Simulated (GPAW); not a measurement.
# Al (Fm-3m) in GPAW: a series of runs, part 2 of 3

GPAW 26.7.0. Earlier steps stand in the parts before.

### 4 Equation of state, LDA

Input file run.py:

```python
import spglib
from ase import Atoms
from ase.eos import EquationOfState
from ase.io import Trajectory, read
from ase.units import GPa
from gpaw import GPAW, PW, setup_paths

setup_paths.insert(0, '.')

atoms = read('Al.cif')
cell, positions, numbers = spglib.find_primitive(
    (atoms.cell[:], atoms.get_scaled_positions(), atoms.numbers), symprec=1e-4)
atoms = Atoms(numbers, cell=cell, scaled_positions=positions, pbc=True)

traj = Trajectory('eos.traj', 'w')
volumes, energies = [], []
for x in [0.94, 0.96, 0.98, 1.0, 1.02, 1.04, 1.06]:
    a = atoms.copy()
    a.set_cell(atoms.cell * x**(1 / 3), scale_atoms=True)
    calc = GPAW(mode=PW(600),
                xc='LDA',
                kpts={'size': (11, 11, 11), 'gamma': True},
                occupations={'name': 'fermi-dirac', 'width': 0.05},
                nbands=7,
                convergence={'density': 1e-05, 'energy': 1e-05},
                maxiter=150,
                txt=f'eos-{x:.2f}.txt')
    a.calc = calc
    energies.append(a.get_potential_energy(force_consistent=True))
    volumes.append(a.get_volume())
    p = -a.get_stress()[:3].mean() / GPa
    calc.write(f'eos-{x:.2f}.gpw')
    traj.write(a)
    print(f'{x:.2f} {volumes[-1]:10.4f} A^3 {energies[-1]:14.6f} eV {p:9.3f} GPa', flush=True)

v0, e0, B = EquationOfState(volumes, energies, eos='birchmurnaghan').fit()
print(f'V0 = {v0:.4f} A^3, E0 = {e0:.6f} eV, B0 = {B / GPa:.2f} GPa')
```

Input file Al.cif:

```cif
data_Al
_cell_length_a 4.04961000
_cell_length_b 4.04961000
_cell_length_c 4.04961000
_cell_angle_alpha 90.00000000
_cell_angle_beta 90.00000000
_cell_angle_gamma 90.00000000
_space_group_name_H-M_alt 'Fm-3m'
_space_group_name_Hall '-F 4 2 3'
_space_group_IT_number 225
loop_
_space_group_symop_operation_xyz
'x,y,z'
'-x,-y,-z'
'-y,x,z'
'y,-x,-z'
'-x,-y,z'
'x,y,-z'
'y,-x,z'
'-y,x,-z'
'x,-y,-z'
'-x,y,z'
'-y,-x,-z'
'y,x,z'
'-x,y,-z'
'x,-y,z'
'y,x,-z'
'-y,-x,z'
'z,x,y'
'-z,-x,-y'
'z,-y,x'
'-z,y,-x'
'z,-x,-y'
'-z,x,y'
'z,y,-x'
'-z,-y,x'
'-z,x,-y'
'z,-x,y'
'-z,-y,-x'
'z,y,x'
'-z,-x,y'
'z,x,-y'
'-z,y,x'
'z,-y,-x'
'y,z,x'
'-y,-z,-x'
'x,z,-y'
'-x,-z,y'
'-y,z,-x'
'y,-z,x'
'-x,z,y'
'x,-z,-y'
'-y,-z,x'
'y,z,-x'
'-x,-z,-y'
'x,z,y'
'y,-z,-x'
'-y,z,x'
'x,-z,y'
'-x,z,-y'
'x,y+1/2,z+1/2'
'-x,-y+1/2,-z+1/2'
'-y,x+1/2,z+1/2'
[... 62 lines left out ...]
'-z+1/2,-x,-y+1/2'
'z+1/2,-y,x+1/2'
'-z+1/2,y,-x+1/2'
'z+1/2,-x,-y+1/2'
'-z+1/2,x,y+1/2'
'z+1/2,y,-x+1/2'
'-z+1/2,-y,x+1/2'
'-z+1/2,x,-y+1/2'
'z+1/2,-x,y+1/2'
'-z+1/2,-y,-x+1/2'
'z+1/2,y,x+1/2'
'-z+1/2,-x,y+1/2'
'z+1/2,x,-y+1/2'
'-z+1/2,y,x+1/2'
'z+1/2,-y,-x+1/2'
'y+1/2,z,x+1/2'
'-y+1/2,-z,-x+1/2'
'x+1/2,z,-y+1/2'
'-x+1/2,-z,y+1/2'
'-y+1/2,z,-x+1/2'
'y+1/2,-z,x+1/2'
'-x+1/2,z,y+1/2'
'x+1/2,-z,-y+1/2'
'-y+1/2,-z,x+1/2'
'y+1/2,z,-x+1/2'
'-x+1/2,-z,-y+1/2'
'x+1/2,z,y+1/2'
'y+1/2,-z,-x+1/2'
'-y+1/2,z,x+1/2'
'x+1/2,-z,y+1/2'
'-x+1/2,z,-y+1/2'
'x+1/2,y+1/2,z'
'-x+1/2,-y+1/2,-z'
'-y+1/2,x+1/2,z'
'y+1/2,-x+1/2,-z'
'-x+1/2,-y+1/2,z'
'x+1/2,y+1/2,-z'
'y+1/2,-x+1/2,z'
'-y+1/2,x+1/2,-z'
'x+1/2,-y+1/2,-z'
'-x+1/2,y+1/2,z'
'-y+1/2,-x+1/2,-z'
'y+1/2,x+1/2,z'
'-x+1/2,y+1/2,-z'
'x+1/2,-y+1/2,z'
'y+1/2,x+1/2,-z'
'-y+1/2,-x+1/2,z'
'z+1/2,x+1/2,y'
'-z+1/2,-x+1/2,-y'
'z+1/2,-y+1/2,x'
'-z+1/2,y+1/2,-x'
'z+1/2,-x+1/2,-y'
'-z+1/2,x+1/2,y'
'z+1/2,y+1/2,-x'
'-z+1/2,-y+1/2,x'
'-z+1/2,x+1/2,-y'
'z+1/2,-x+1/2,y'
'-z+1/2,-y+1/2,-x'
'z+1/2,y+1/2,x'
'-z+1/2,-x+1/2,y'
'z+1/2,x+1/2,-y'
'-z+1/2,y+1/2,x'
'z+1/2,-y+1/2,-x'
'y+1/2,z+1/2,x'
'-y+1/2,-z+1/2,-x'
'x+1/2,z+1/2,-y'
'-x+1/2,-z+1/2,y'
'-y+1/2,z+1/2,-x'
'y+1/2,-z+1/2,x'
'-x+1/2,z+1/2,y'
'x+1/2,-z+1/2,-y'
'-y+1/2,-z+1/2,x'
'y+1/2,z+1/2,-x'
'-x+1/2,-z+1/2,-y'
'x+1/2,z+1/2,y'
'y+1/2,-z+1/2,-x'
'-y+1/2,z+1/2,x'
'x+1/2,-z+1/2,y'
'-x+1/2,z+1/2,-y'
loop_
_atom_site_label
_atom_site_type_symbol
_atom_site_symmetry_multiplicity
_atom_site_Wyckoff_symbol
_atom_site_fract_x
_atom_site_fract_y
_atom_site_fract_z
_atom_site_occupancy
Al1 Al 4 a 0.0000000000 0.0000000000 0.0000000000 1
```

Potentials or basis: PAW data sets generated in the run's folder for this functional, pw.

Command:

```bash
$ gpaw-setup -f LDA Al
$ OMP_NUM_THREADS=1 python run.py
```

The log of the run:

```text
__  _  _
 | _ |_)|_||  |
 |__||  | ||/\| - 26.7.0

Input parameters:
  mode=PW(ecut=600.0),
  convergence={'density': 1e-05, 'energy': 1e-05},
  kpts=MonkhorstPack(size=(11, 11, 11), gamma=True),
  maxiter=150,
  nbands=7,
  occupations=Occupations(name='fermi-dirac', width=0.05),
  xc=XC(name='LDA')

Diagonalizing LCAO Hamiltonian
Converting LCAO to pw mode

       Al

Atoms  # Å, Bohr magnetons
|   | symbol |        x |        y |        z |    initial magnetic moments |
|---|--------|----------|----------|----------|-----------------------------|
| 0 |     Al | 0.000000 | 0.000000 | 0.000000 | ( 0.0000,  0.0000,  0.0000) |

Unit cell  # Å
| periodic |        x |        y |        z |  lengths |    angles |
|----------|----------|----------|----------|----------|-----------|
|      yes | 0.000000 | 1.983471 | 1.983471 | 2.805051 | 60.000000 |
|      yes | 1.983471 | 0.000000 | 1.983471 | 2.805051 | 60.000000 |
|      yes | 1.983471 | 1.983471 | 0.000000 | 2.805051 | 60.000000 |

Number of symmetries: 48
Symmetry operations  # r_c * U_cc + t_c -> r_c
|    | kind |            matrix            |
|----|------|------------------------------|
|  0 |  σ   |  1, 0, 0,  1, 0,-1,  1,-1, 0 |
|  1 |  C2  |  1, 0, 0,  1,-1, 0,  1, 0,-1 |
|  2 |  E   |  1, 0, 0,  0, 1, 0,  0, 0, 1 |
|  3 |  σ   |  1, 0, 0,  0, 0, 1,  0, 1, 0 |
|  4 |  C4  |  1, 0,-1,  1, 0, 0,  1,-1, 0 |
|  5 |  S6  |  1, 0,-1,  1,-1, 0,  1, 0, 0 |
|  6 |  σ   |  1, 0,-1,  0, 1,-1,  0, 0,-1 |
|  7 |  C3  |  1, 0,-1,  0, 0,-1,  0, 1,-1 |
|  8 |  S6  |  1,-1, 0,  1, 0, 0,  1, 0,-1 |
|  9 |  C4  |  1,-1, 0,  1, 0,-1,  1, 0, 0 |
| 10 |  C3  |  1,-1, 0,  0,-1, 1,  0,-1, 0 |
| 11 |  σ   |  1,-1, 0,  0,-1, 0,  0,-1, 1 |
| 12 |  σ   |  0, 1, 0,  1, 0, 0,  0, 0, 1 |
| 13 |  C4  |  0, 1, 0,  0, 1,-1, -1, 1, 0 |
| 14 |  C3  |  0, 1, 0,  0, 0, 1,  1, 0, 0 |
| 15 |  S6  |  0, 1, 0, -1, 1, 0,  0, 1,-1 |
| 16 |  C2  |  0, 1,-1,  1, 0,-1,  0, 0,-1 |
| 17 |  σ   |  0, 1,-1,  0, 1, 0, -1, 1, 0 |
| 18 |  S4  |  0, 1,-1,  0, 0,-1,  1, 0,-1 |
| 19 |  C4  |  0, 1,-1, -1, 1, 0,  0, 1, 0 |
| 20 |  C3  |  0, 0, 1,  1, 0, 0,  0, 1, 0 |
| 21 |  σ   |  0, 0, 1,  0, 1, 0,  1, 0, 0 |
| 22 |  S6  |  0, 0, 1,  0,-1, 1, -1, 0, 1 |
| 23 |  C4  |  0, 0, 1, -1, 0, 1,  0,-1, 1 |
| 24 |  S4  |  0, 0,-1,  1, 0,-1,  0, 1,-1 |
| 25 |  C3  |  0, 0,-1,  0, 1,-1,  1, 0,-1 |
| 26 |  C2  |  0, 0,-1,  0,-1, 0, -1, 0, 0 |
| 27 |  S6  |  0, 0,-1, -1, 0, 0,  0,-1, 0 |
| 28 |  S4  |  0,-1, 1,  1,-1, 0,  0,-1, 0 |
| 29 |  C4  |  0,-1, 1,  0, 0, 1, -1, 0, 1 |
| 30 |  C2  |  0,-1, 1,  0,-1, 0,  1,-1, 0 |
| 31 |  σ   |  0,-1, 1, -1, 0, 1,  0, 0, 1 |
| 32 |  C3  |  0,-1, 0,  1,-1, 0,  0,-1, 1 |
| 33 |  S6  |  0,-1, 0,  0, 0,-1, -1, 0, 0 |
| 34 |  S4  |  0,-1, 0,  0,-1, 1,  1,-1, 0 |
| 35 |  C2  |  0,-1, 0, -1, 0, 0,  0, 0,-1 |
| 36 |  C2  | -1, 1, 0,  0, 1, 0,  0, 1,-1 |
| 37 |  S6  | -1, 1, 0,  0, 1,-1,  0, 1, 0 |
| 38 |  S4  | -1, 1, 0, -1, 0, 1, -1, 0, 0 |
| 39 |  C3  | -1, 1, 0, -1, 0, 0, -1, 0, 1 |
| 40 |  S6  | -1, 0, 1,  0, 0, 1,  0,-1, 1 |
| 41 |  C2  | -1, 0, 1,  0,-1, 1,  0, 0, 1 |
| 42 |  C3  | -1, 0, 1, -1, 1, 0, -1, 0, 0 |
| 43 |  S4  | -1, 0, 1, -1, 0, 0, -1, 1, 0 |
| 44 |  C2  | -1, 0, 0,  0, 0,-1,  0,-1, 0 |
| 45 |  i   | -1, 0, 0,  0,-1, 0,  0, 0,-1 |
| 46 |  σ   | -1, 0, 0, -1, 1, 0, -1, 0, 1 |
| 47 |  C2  | -1, 0, 0, -1, 0, 1, -1, 1, 0 |

BZ-sampling:
  Number of BZ points: 1331
  Number of IBZ points: 56

  Monkhorst-Pack size: [11, 11, 11]
  Monkhorst-Pack shift: [0, 0, 0]

K-points  # in reciprocal-cell coordinates
|     |                                coordinates |     weight |
|-----|--------------------------------------------|------------|
|   0 | (  0.00000000,   0.00000000,   0.00000000) | 0.00075131 |
|   1 | (  0.09090909,   0.09090909,   0.00000000) | 0.00450789 |
|   2 | (  0.09090909,   0.09090909,   0.09090909) | 0.00601052 |
|   3 | (  0.18181818,   0.09090909,   0.09090909) | 0.00901578 |
|   4 | (  0.18181818,   0.18181818,   0.00000000) | 0.00450789 |
|   5 | (  0.18181818,   0.18181818,   0.09090909) | 0.01803156 |
|   6 | (  0.18181818,   0.18181818,   0.18181818) | 0.00601052 |
|   7 | (  0.27272727,   0.18181818,   0.09090909) | 0.01803156 |
|   8 | (  0.27272727,   0.18181818,   0.18181818) | 0.01803156 |
|   9 | (  0.27272727,   0.27272727,   0.00000000) | 0.00450789 |
| ... |                                            |            |
|  55 | (  0.45454545,   0.45454545,   0.45454545) | 0.00601052 |

Plane wave coefficients: 534
Cutoff: 600.0 eV

Spin-components: 1 (collinear spins)
Bands:           7
Projectors:      5
Spin-degeneracy: 2
Datatype:        complex128

Parallelization:
  kpt:    1
  domain: 1
  band:   1

Density:
  Valence electrons: 3.0
  Components: 1
  Grid points: [16 16 16]
  Charge: 0.0  # |e|

Potential:
  Grid points: [16 16 16]

species:
  Al:
    name:    Aluminium
    Z:       13.0
    valence: 3
    core:    10
    charge:  0.0  # [|e|]
    compensation charges:
      type: gauss
      rc: 0.34  # [Å]
      lmax: 2
    cutoffs:
      filter: 1.91  # [Å]
      core: 2.36  # [Å]
    projectors
    | kind |    occ | energy [eV] | rcut [Å] |
    |------|--------|-------------|----------|
    |   3s |  2.000 |      -7.829 |    1.085 |
    |   3p |  1.000 |      -2.783 |    1.085 |
    |    s |        |      19.382 |    1.085 |
    |    p |        |      24.428 |    1.085 |
    |    d |        |       0.000 |    1.085 |

    Using partial waves for Al as LCAO basis

Reference energy: -6578.421314  # eV

eigensolver:
  PPCG
  Converge bands: occupied
  niter=2

density mixing:
  MSR1-Mixer
  Pratt-step length: 0.05
  Maximum mixing coefficient: 0.75
  Old densities: 10
  SVD Regularization: 0.005
  Good broyden scale: 1.0
  Trust region scale: 1.0
  Backstep threshold: 4.0
  History deletion threshold: 6.0
  Fourier metric: weight=20.0, sigma=0.015

occupation numbers:
  Fermi-Dirac:
    width: 0.0500  # eV

poisson solver:
  ecut: 4800.0  # eV

xc functional:
  name: None

convergence criteria:
- Maximum integral of absolute [dens]ity change: 1e-05 electrons / valence electron
- Maximum [total energy] change in last 3 cyles: 1e-05 eV / valence electron
- Maximum integral of absolute [eigenst]ate change: 4e-08 eV^2 / valence electron
maximum number of iterations: 150

SCF iterations
|iter     | |      energy | eigst |  dens |
|---------|-|-------------|-------|-------|
|iter:   1| |   -4.188289 | -0.20 |       |
|iter:   2| |   -4.188198 | -3.46 | -1.00 |
|iter:   3| |   -4.185807 | -3.47 | -1.02 |
|iter:   4| |   -4.185829 | -4.24 | -1.57 |
|iter:   5| |   -4.185831c| -6.39 | -3.03 |
|iter:   6| |   -4.185831c| -6.98 | -3.47 |
|iter:   7| |   -4.185831c| -8.88c| -4.72 |
|iter:   8| |   -4.185831c| -9.73c| -5.23c|

Converged in 8 steps
Energy contributions relative to reference atoms: (reference = -6578.421314)

Energy contributions:
  Kinetic:           6.115972
  Coulomb:          -3.697401
  Zero:             -0.006288
  External:          0.000000
  Xc:               -6.596149
  Entropy:          -0.003929
  Spinorbit:         0.000000
  ----------------------------
  Free energy:      -4.187796
  Extrapolated:     -4.185831

dipole moment: (-6.844079, -6.844079, -6.844079)  # |e|*Ang

Fermi level: 7.503
Eigenvalues  # (at kpt = [0.000, 0.000, 0.000])
| band index |      eig [eV] | occ [0-2] |
|------------|---------------|-----------|
|          0 |        -3.997 |     2.000 |
|          1 |        20.397 |     0.000 |
|          2 |        20.397 |     0.000 |
|          3 |        20.397 |     0.000 |
|          4 |        22.152 |     0.000 |
|          5 |        22.152 |     0.000 |
|          6 |        22.152 |     0.000 |

No gap
No difference between direct/indirect transitions

Stress tensor  # eV/Ang^3
|         x |         y |         z |
|-----------|-----------|-----------|
| -0.008955 | -0.000000 | -0.000000 |
| -0.000000 | -0.008955 | -0.000000 |
| -0.000000 | -0.000000 | -0.008955 |

# Writing to eos-0.94.gpw (mode='')
```

It took 37 s on 1 thread of Arm Neoverse V1, shared host; peak memory 0.16 GiB.

Results:

- Equilibrium volume: 15.86 Å³/atom
- Bulk modulus: 86 GPa
- Pressure derivative of the bulk modulus: 4.7

Energy against volume, from the lowest point:
| volume (Å³/atom) | energy (meV/atom) |
| --- | --- |
| 15.607 | 1.04 |
| 15.939 | 0.00 |
| 16.271 | 2.58 |
| 16.603 | 8.37 |
| 16.935 | 17.03 |
| 17.267 | 28.23 |
| 17.599 | 41.68 |

(Continued in part 3 of 3.)
